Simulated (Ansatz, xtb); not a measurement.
Ranking isomers of C3H9N

3 gas-phase structures of C3H9N, from a drawn sample of its isomers (lower ones may exist). Each was relaxed with GFN2-xTB; where two conformers were screened, the lower at r2SCAN-D4/def2-SVP//GFN2-xTB is listed:

A. `CCCN`, a singlet
B. `CN(C)C`, a singlet
C. `CC(C)N`, a singlet

Which do you expect lowest at r2SCAN-D4/def2-SVP//GFN2-xTB, and how would the others follow?

Calculated order at r2SCAN-D4/def2-SVP//GFN2-xTB: C (0.000), A (0.108), B (0.514) eV.

Energies above the lowest of each column, in eV; the last columns are at r2SCAN-D4/def2-SVP geometries:

| structure | GFN2-xTB | HF/STO-3G | r2SCAN-D4/def2-SVP//GFN2-xTB | r2SCAN-D4/def2-SVP | CCSD(T)/def2-SVP + ΔMP2/def2-TZVPP |
| --- | --- | --- | --- | --- | --- |
| C | 0.060 | 0.000 | 0.000 | 0.000 | 0.000 |
| A | 0.167 | 0.076 | 0.108 | 0.108 | 0.128 |
| B | 0.000 | 0.192 | 0.514 | 0.517 | 0.600 |

CCSD(T)/def2-SVP + ΔMP2/def2-TZVPP puts C lowest; GFN2-xTB picks B. Flexible structures stand in one conformer each, not always the lowest. ΔMP2 is the change of the MP2 energy from the smaller to the larger basis.

Programs: Ansatz 0.2.0, xtb 6.7.1.
